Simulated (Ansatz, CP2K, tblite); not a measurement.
# Random packing of 75TeO2-25ZnO (mol %) (55 atoms) in CP2K

Wanted: CP2K inputs and outputs for random packing of 75TeO2-25ZnO (mol %) (55 atoms), checked against a plane-wave reference.

Calculated with CP2K 2026.2; the method is named at each step.

### Step 1. Starting point

The cell holds 55 atoms: 15 Te, 35 O and 5 Zn. Its edges and angles: a = 9.418 Å, b = 9.418 Å, c = 9.418 Å, α = 90.0°, β = 90.0°, γ = 90.0°. 55 atoms (15 Te, 35 O, 5 Zn) packed at random in a cube at 5.57 g/cm³ and pushed apart as soft spheres, cations and anions kept from their own kind; a start for melting by ab initio MD, not an equilibrated structure. Then every atom was moved at random, 0.05 Å r.m.s. a Cartesian component.

The yardstick, on the same geometry:

* method: Kohn-Sham DFT, PBE, PAW, plane waves (Ansatz 0.2.0); cutoff 420 eV, Γ point, fermi-dirac smearing of 0.05 eV; PAW set soft_2
* r.m.s. force component: 2.156 eV/Å
* longest force: 9.587 eV/Å
* pressure: 4.901 GPa
* SCF cycles: 16
* time: 20 s on 4 threads of Arm Neoverse N1, shared host
* CPU time: 73 s

### Step 2. PBE, DZVP-UZH, 800/50 Ry, diagonalisation

Method: Kohn-Sham DFT, PBE, GTH-PBE pseudopotentials, Gaussian and plane waves, DZVP-MOLOPT (UZH set), diagonalisation.

input.inp

```
&GLOBAL
  PROJECT cell
  RUN_TYPE ENERGY_FORCE
  PRINT_LEVEL LOW
&END GLOBAL
&FORCE_EVAL
  METHOD QS
  STRESS_TENSOR ANALYTICAL
  &DFT
    BASIS_SET_FILE_NAME BASIS_MOLOPT_UZH
    POTENTIAL_FILE_NAME POTENTIAL_UZH
    &MGRID
      CUTOFF 800
      REL_CUTOFF 50
      NGRIDS 5
    &END MGRID
    &QS
      EPS_DEFAULT 1.0E-12
    &END QS
    &SCF
      SCF_GUESS ATOMIC
      EPS_SCF 1.0E-06
      MAX_SCF 200
      ADDED_MOS 14
      &DIAGONALIZATION
        ALGORITHM STANDARD
      &END DIAGONALIZATION
      &SMEAR ON
        METHOD FERMI_DIRAC
        ELECTRONIC_TEMPERATURE [K] 580
      &END SMEAR
      &MIXING
        METHOD BROYDEN_MIXING
        ALPHA 0.3
        NBROYDEN 8
      &END MIXING
      &PRINT
        &RESTART OFF
        &END RESTART
      &END PRINT
    &END SCF
    &XC
      &XC_FUNCTIONAL PBE
      &END XC_FUNCTIONAL
    &END XC
    &PRINT
      &MULLIKEN ON
      &END MULLIKEN
      &HIRSHFELD ON
        SHAPE_FUNCTION DENSITY
      &END HIRSHFELD
      &MO ON
        EIGENVALUES T
        OCCUPATION_NUMBERS T
        MO_INDEX_RANGE 169 192
        &EACH
          QS_SCF 0
        &END EACH
        ADD_LAST NUMERIC
      &END MO
    &END PRINT
  &END DFT
  &SUBSYS
    &CELL
      A 9.41830 0.00000 0.00000
      B 0.00000 9.41830 0.00000
      C 0.00000 0.00000 9.41830
    &END CELL
    &TOPOLOGY
      COORD_FILE_NAME structure.xyz
      COORD_FILE_FORMAT XYZ
    &END TOPOLOGY
    &KIND Te
      BASIS_SET DZVP-MOLOPT-PBE-GTH-q6
      POTENTIAL GTH-PBE-q6
    &END KIND
    &KIND O
      BASIS_SET DZVP-MOLOPT-PBE-GTH-q6
      POTENTIAL GTH-PBE-q6
    &END KIND
    &KIND Zn
      BASIS_SET DZVP-MOLOPT-PBE-GTH-q12
      POTENTIAL GTH-PBE-q12
    &END KIND
  &END SUBSYS
  &PRINT
    &FORCES ON
    &END FORCES
    &STRESS_TENSOR ON
    &END STRESS_TENSOR
  &END PRINT
&END FORCE_EVAL
```

structure.xyz

```xyz
55

Te 4.88866 7.23599 5.04237
Te 1.65395 2.41608 8.27087
Te 5.39772 3.59977 7.40222
Te 7.75484 6.88864 5.39471
Te 0.61841 3.87177 6.03779
Te 2.30569 7.12099 3.31713
Te 2.73583 8.10774 6.46981
Te 6.42394 0.08043 7.14595
Te 8.93213 2.61866 1.42687
Te 3.01527 4.89177 5.40648
Te 3.58103 0.06075 2.82455
Te 6.53385 9.24557 3.56492
Te 1.05485 6.93140 8.41356
Te 6.97482 3.03458 4.53774
Te 4.68316 1.51107 5.43078
O 3.75319 6.40313 8.28528
O 6.44683 6.89909 3.82553
O 0.81902 3.96350 9.25282
O 5.06912 5.11131 5.08098
O 4.89262 1.95326 1.18548
O 1.80794 0.41459 5.56499
O 0.57593 1.30208 0.14165
O 3.41687 1.55882 8.77183
O 0.88946 8.64195 1.95533
O 5.65776 8.66079 9.08838
O 5.02033 8.18770 2.44800
O 1.52511 9.18096 7.94867
O 3.66852 5.55435 2.48775
O 3.34519 8.46470 0.65146
O 8.09343 8.87336 8.70364
O 1.48216 5.32605 6.97171
O 7.64841 6.69321 1.06502
O 7.39563 4.02030 7.01353
O 1.57747 6.28229 0.93910
O 8.71193 3.00689 3.31703
O 3.35640 3.66636 6.85040
O 7.69758 9.27552 5.72821
O 0.20221 5.91780 3.99251
O 0.80847 7.73092 6.13508
O 6.20091 1.80342 8.52234
O 3.37015 8.33312 4.50440
O 5.97695 4.26771 1.20724
O 3.09617 3.80349 0.84388
O 0.02760 1.77639 6.71591
O 4.20668 3.22275 4.51250
O 2.44565 1.56400 2.25126
O 3.99025 0.27501 6.75641
O 1.68060 3.85321 4.45128
O 6.80792 6.57567 7.81936
O 6.99799 9.02358 1.68362
Zn 0.79180 1.09525 3.91255
Zn 7.41154 5.31550 3.07168
Zn 4.91080 6.00501 1.06728
Zn 4.85890 2.57920 2.86297
Zn 1.52313 4.45052 2.68299
```

Run with:

```bash
$ OMP_NUM_THREADS=1 mpirun -np 4 cp2k.psmp -i input.inp > output.txt
```

Numbers of over 12 decimals in the logs are rounded to 6 here.

What it wrote:

```text
CP2K| version string:                                       CP2K version 2026.2
 CP2K| Input file name                                                 input.inp
 GLOBAL| Basis set file name                                    BASIS_MOLOPT_UZH
 GLOBAL| Potential file name                                       POTENTIAL_UZH
 GLOBAL| Run type                                                   ENERGY_FORCE
 GLOBAL| Total number of message passing processes                             4
 GLOBAL| Number of threads for this process                                    1
 TOTAL NUMBERS AND MAXIMUM NUMBERS
  Total number of            - Atomic kinds:                                   3
                             - Atoms:                                         55
                             - Shell sets:                                    55
                             - Shells:                                       285
                             - Primitive Cartesian functions:                265
                             - Cartesian basis functions:                    850
                             - Spherical basis functions:                    775
  Maximum angular momentum of- Orbital basis functions:                        3
                             - Local part of the GTH pseudopotential:          2
                             - Non-local part of the GTH pseudopotential:      4
 SCF PARAMETERS         Density guess:                                    ATOMIC
                        max_scf:                                             200
                        eps_scf:                                        1.00E-06
                        added MOs                                        14    0
                        Mixing method:                            BROYDEN_MIXING
                                                charge density mixing in g-space
                        Smear method:                                FERMI_DIRAC
                        Electronic temperature [K]:                        580.0
                        Electronic temperature [a.u.]:                  1.84E-03
                        Accuracy threshold:                             1.00E-10
 Extrapolation method: initial_guess
 Number of electrons:                                                        360
 Number of occupied orbitals:                                                180
 Number of molecular orbitals:                                               194
 Number of orbital functions:                                                775
 Number of independent orbital functions:                                    775
 SCF WAVEFUNCTION OPTIMIZATION
  Step     Update method      Time    Convergence         Total energy    Change
     1 NoMix/Diag. 0.30E+00    3.6     2.00268469      -985.5841747570 -9.86E+02
 *** the last MO => Add more MOs for proper smearing.                   ***
     2 Broy./Diag. 0.30E+00    4.7     1.92917856      -928.8065592823  5.68E+01
     3 Broy./Diag. 0.30E+00    4.7     1.74393143     -1011.7786437453 -8.30E+01
     4 Broy./Diag. 0.30E+00    4.7     1.11452072      -991.4351329166  2.03E+01
[...]
*** the last MO => Add more MOs for proper smearing.                   ***
[...]
*** the last MO => Add more MOs for proper smearing.                   ***
[...]
*** the last MO => Add more MOs for proper smearing.                   ***
   112 Broy./Diag. 0.30E+00    4.9     0.00000104      -982.7012297247  9.64E-09
 *** the last MO => Add more MOs for proper smearing.                   ***
   113 Broy./Diag. 0.30E+00    4.9     0.00000051      -982.7012297508 -2.61E-08
  *** SCF run converged in   113 steps ***
  Electronic density on regular grids:       -360.0000000000        0.0000000000
  Core density on regular grids:              359.9999999996       -0.0000000004
  Total charge density on r-space grids:       -0.0000000004
  Total charge density g-space grids:          -0.0000000004
  Overlap energy of the core charge distribution:               6.86839e-07
  Self energy of the core charge distribution:              -2117.785254
  Core Hamiltonian energy:                                    593.019362
  Hartree energy:                                             735.372462
  Exchange-correlation energy:                               -193.289040
  Electronic entropic energy:                                  -0.018760
  Fermi energy:                                                 0.158709
  Total energy:                                              -982.701230
  Total energy (extrapolated to T->0):                       -982.691850
 MO| EIGENVALUES AND OCCUPATION NUMBERS
 MO|
 MO|  Index      Eigenvalue [a.u.]        Eigenvalue [eV]             Occupation
 MO|    169               0.143374               3.901411               1.999527
 MO|    170               0.145467               3.958364               1.998522
 MO|    171               0.147842               4.022980               1.994625
[...]
MO|    191               0.182922               4.977553               0.000004
 MO|    192               0.187082               5.090766               0.000000
 MO| Sum:                                                             360.000000
 MO| E(Fermi):            0.158709 a.u.          4.318691 eV
 !-----------------------------------------------------------------------------!
                     Mulliken Population Analysis
 #  Atom  Element  Kind  Atomic population                           Net charge
       1     Te       1          5.318750                              0.681250
       2     Te       1          4.839570                              1.160430
       3     Te       1          4.991812                              1.008188
[...]
54     Zn       3         11.721151                              0.278849
      55     Zn       3         11.329554                              0.670446
 # Total charge                            360.000000                 -0.000000
 !-----------------------------------------------------------------------------!
 !-----------------------------------------------------------------------------!
                           Hirshfeld Charges
  #Atom  Element  Kind  Ref Charge     Population                    Net charge
      1       Te     1       6.000          5.662                         0.338
      2       Te     1       6.000          5.396                         0.604
      3       Te     1       6.000          5.475                         0.525
[...]
54       Zn     3      12.000         11.692                         0.308
     55       Zn     3      12.000         11.576                         0.424
  Total Charge                                                           -0.000
 !-----------------------------------------------------------------------------!
 ENERGY| Total FORCE_EVAL ( QS ) energy [hartree]           -982.701230
 FORCES| Atomic forces [hartree/bohr]
 FORCES|   Atom     x               y               z               |f|
 FORCES|      1  7.76138551E-02 -7.46418617E-02  4.59329013E-02   1.17068994E-01
 FORCES|      2  1.64828667E-02 -4.55318628E-02  3.16112952E-02   5.78282751E-02
 FORCES|      3  7.78093054E-02 -7.11840531E-03  7.26061861E-02   1.06661230E-01
[...]
FORCES|     54 -4.50618863E-04  3.94457663E-02 -4.53159034E-02   6.00808009E-02
 FORCES|     55  5.10716214E-03  1.07197481E-02 -7.38769538E-02   7.48251322E-02
 FORCES| Sum    -1.93528345E-03 -5.74197849E-04 -6.98441210E-04
 FORCES| Total atomic force                                       2.13608177E-03
 STRESS| Analytical stress tensor [bar]
 STRESS|                        x                   y                   z
 STRESS|      x        1.34812191185E+05   2.41086371452E+04  -1.82828880714E+04
 STRESS|      y        2.41086371452E+04   8.85485222000E+04   2.68562970132E+03
 STRESS|      z       -1.82828880714E+04   2.68562970132E+03   8.63623816349E+04
 STRESS| 1/3 Trace                                             1.03241031673E+05
```

Run time: 9.5 min. Hardware: 4 MPI ranks of Arm Neoverse N1, shared host; peak memory 4.8 GiB; 38 min of CPU time.

Banners, paths, timers and routine set-up lines are dropped from the logs unmarked, and long logs keep their key lines alone; longer cuts are marked.

Numbers from this run, and their distance from the reference:

```
r.m.s. force component                  : 2.308 eV/Å
r.m.s. difference of force components   : 452.8 meV/Å
longest difference of force vectors     : 1808 meV/Å
force difference over r.m.s. force      : 21 %
slope of forces against the reference's : 1.051
correlation of force components         : 0.9817
pressure                                : 10.32 GPa
pressure difference                     : 5.423 GPa
```

This run lies far from the reference in forces at the same functional. Basis and potentials both differ; the latter hold 360 valence electrons against the reference's 510.

Length of the force difference by element (eV/Å):

| element | atoms | mean | most |
| --- | --- | --- | --- |
| O | 35 | 0.65 | 1.5 |
| Te | 15 | 0.88 | 1.8 |
| Zn | 5 | 0.13 | 0.25 |

A closer look about Te14, whose charge lies farthest from its element's mean: 13 atoms, nearest first, numbered in the order of the input, with positions taken from that point.

| atom | x | y | z | distance (Å) | Hirshfeld charge (e) | Fx | Fy | Fz (eV/Å) |
| --- | --- | --- | --- | --- | --- | --- | --- | --- |
| Te14 | 0.00 | 0.00 | 0.00 | 0.00 | 0.19 | 1.31 | 0.98 | 0.40 |
| O35 | 1.74 | -0.03 | -1.22 | 2.12 | -0.27 | 1.13 | -0.63 | 3.27 |
| O33 | 0.42 | 0.99 | 2.48 | 2.70 | -0.31 | -0.91 | 0.03 | -0.85 |
| Zn54 | -2.12 | -0.46 | -1.67 | 2.74 | 0.31 | -0.02 | 2.03 | -2.33 |
| Zn52 | 0.44 | 2.28 | -1.47 | 2.75 | 0.36 | 0.39 | 0.00 | -2.74 |
| O45 | -2.77 | 0.19 | -0.03 | 2.77 | -0.27 | -1.74 | 0.01 | -1.64 |
| O19 | -1.91 | 2.08 | 0.54 | 2.87 | -0.30 | 1.28 | 0.82 | 1.53 |
| Te15 | -2.29 | -1.52 | 0.89 | 2.89 | 0.30 | -1.35 | 0.22 | 0.33 |
| Te3 | -1.58 | 0.57 | 2.86 | 3.32 | 0.53 | 4.00 | -0.37 | 3.73 |
| Te12 | -0.44 | -3.21 | -0.97 | 3.38 | 0.35 | 2.46 | 1.24 | -3.25 |
| O37 | 0.72 | -3.18 | 1.19 | 3.47 | -0.28 | 2.30 | -1.03 | -2.44 |
| Te5 | 3.06 | 0.84 | 1.50 | 3.51 | 0.50 | -10.58 | -3.33 | 2.57 |
| O44 | 2.47 | -1.26 | 2.18 | 3.53 | -0.29 | 1.07 | 1.56 | -0.01 |

Forces lie 21 % from the reference's, at 31 times its CPU time; the SCF took 113 steps, which the time reflects.

### Step 3. PBE, DZVP-MOLOPT-SR, 800/50 Ry, diagonalisation

Method: Kohn-Sham DFT, PBE, GTH-PBE pseudopotentials, Gaussian and plane waves, DZVP-MOLOPT-SR-GTH, diagonalisation.

input.inp, as its differences from that of step 2:

```diff
@@ -9,4 +9,4 @@
   &DFT
-    BASIS_SET_FILE_NAME BASIS_MOLOPT_UZH
-    POTENTIAL_FILE_NAME POTENTIAL_UZH
+    BASIS_SET_FILE_NAME BASIS_MOLOPT
+    POTENTIAL_FILE_NAME GTH_POTENTIALS
     &MGRID
@@ -68,8 +68,31 @@
     &END CELL
-    &TOPOLOGY
-      COORD_FILE_NAME structure.xyz
-      COORD_FILE_FORMAT XYZ
-    &END TOPOLOGY
+    &COORD
+      Te 4.88866 7.23599 5.04237
+      Te 1.65395 2.41608 8.27087
+      Te 5.39772 3.59977 7.40222
+      Te 7.75484 6.88864 5.39471
+      Te 0.61841 3.87177 6.03779
+      Te 2.30569 7.12099 3.31713
+      Te 2.73583 8.10774 6.46981
+      Te 6.42394 0.08043 7.14595
+      Te 8.93213 2.61866 1.42687
+      Te 3.01527 4.89177 5.40648
+      Te 3.58103 0.06075 2.82455
+      Te 6.53385 9.24557 3.56492
+      Te 1.05485 6.93140 8.41356
+      Te 6.97482 3.03458 4.53774
+      Te 4.68316 1.51107 5.43078
+      O 3.75319 6.40313 8.28528
+      O 6.44683 6.89909 3.82553
+      O 0.81902 3.96350 9.25282
+      O 5.06912 5.11131 5.08098
+      O 4.89262 1.95326 1.18548
+[... 31 atom lines left out ...]
+      Zn 7.41154 5.31550 3.07168
+      Zn 4.91080 6.00501 1.06728
+      Zn 4.85890 2.57920 2.86297
+      Zn 1.52313 4.45052 2.68299
+    &END COORD
     &KIND Te
-      BASIS_SET DZVP-MOLOPT-PBE-GTH-q6
+      BASIS_SET DZVP-MOLOPT-SR-GTH-q6
       POTENTIAL GTH-PBE-q6
@@ -77,3 +100,3 @@
     &KIND O
-      BASIS_SET DZVP-MOLOPT-PBE-GTH-q6
+      BASIS_SET DZVP-MOLOPT-SR-GTH-q6
       POTENTIAL GTH-PBE-q6
@@ -81,3 +104,3 @@
     &KIND Zn
-      BASIS_SET DZVP-MOLOPT-PBE-GTH-q12
+      BASIS_SET DZVP-MOLOPT-SR-GTH-q12
       POTENTIAL GTH-PBE-q12
```

What it wrote:

```text
CP2K| version string:                                       CP2K version 2026.2
 CP2K| Input file name                                                 input.inp
 GLOBAL| Basis set file name                                        BASIS_MOLOPT
 GLOBAL| Potential file name                                      GTH_POTENTIALS
[... lines left out ...]
 Number of electrons:                                                        360
[... lines left out ...]
  Step     Update method      Time    Convergence         Total energy    Change
[... lines left out ...]
  *** SCF run converged in    97 steps ***
[... lines left out ...]
  Fermi energy:                                                 0.159047
  Total energy:                                              -982.528740
  Total energy (extrapolated to T->0):                       -982.519375
[... lines left out ...]
 MO| E(Fermi):            0.159047 a.u.          4.327877 eV
[... lines left out ...]
 ENERGY| Total FORCE_EVAL ( QS ) energy [hartree]           -982.528740
[... lines left out ...]
 FORCES|      1  7.40700665E-02 -7.37307128E-02  4.24028211E-02   1.12785602E-01
 FORCES|      2  1.56878186E-02 -4.56649439E-02  3.38857526E-02   5.89884648E-02
 FORCES|      3  7.67112614E-02 -6.57344391E-03  7.02502170E-02   1.04225336E-01
[...]
FORCES|     54 -1.36046388E-03  4.06033133E-02 -4.44110109E-02   6.01898480E-02
 FORCES|     55  5.20717789E-03  1.10385775E-02 -7.34389346E-02   7.44462357E-02
 FORCES| Sum    -1.87545515E-03 -4.88894771E-04 -7.66481171E-04
 FORCES| Total atomic force                                       2.08418893E-03
 STRESS| Analytical stress tensor [bar]
 STRESS|                        x                   y                   z
 STRESS|      x        1.31567798650E+05   2.52586745283E+04  -1.70370958868E+04
 STRESS|      y        2.52586745283E+04   8.65541977422E+04   2.79141923641E+03
 STRESS|      z       -1.70370958868E+04   2.79141923641E+03   8.19408232783E+04
 STRESS| 1/3 Trace                                             1.00020939890E+05
```

Wall time 8 min (4 MPI ranks); peak memory 4.4 GiB.

Numbers from this run, and their distance from the reference:

| Quantity | Value |
| --- | --- |
| r.m.s. force component | 2.253 eV/Å |
| r.m.s. difference of force components | 374.4 meV/Å |
| longest difference of force vectors | 1582 meV/Å |
| force difference over r.m.s. force | 17.36 % |
| slope of forces against the reference's | 1.031 |
| correlation of force components | 0.9866 |
| pressure | 10 GPa |
| pressure difference | 5.101 GPa |

This run lies far from the reference in forces at the same functional. Basis and potentials both differ; the latter hold 360 valence electrons against the reference's 510.

Against the first run (21 %), the force difference from the reference is 17 %, at 0.85 times the CPU time, with 775 basis functions against 775; this set comes with other potentials too, so the change isn't the basis's alone.

(Continued in part 2 of 2.)

[Also dropped from logs without a mark: logging warnings of Python, and SIESTA's first energy breakdown and zero terms.]

[Logs are printed without paths, hosts, clocks, repeated set-up lines and the standing remarks that a program may print on its own settings, such as how far it seeks lower states.]

[Hosts, paths, dates, database ids (printed as entryN), source tags and the programs' standing remarks are cut or masked in the printed files.]
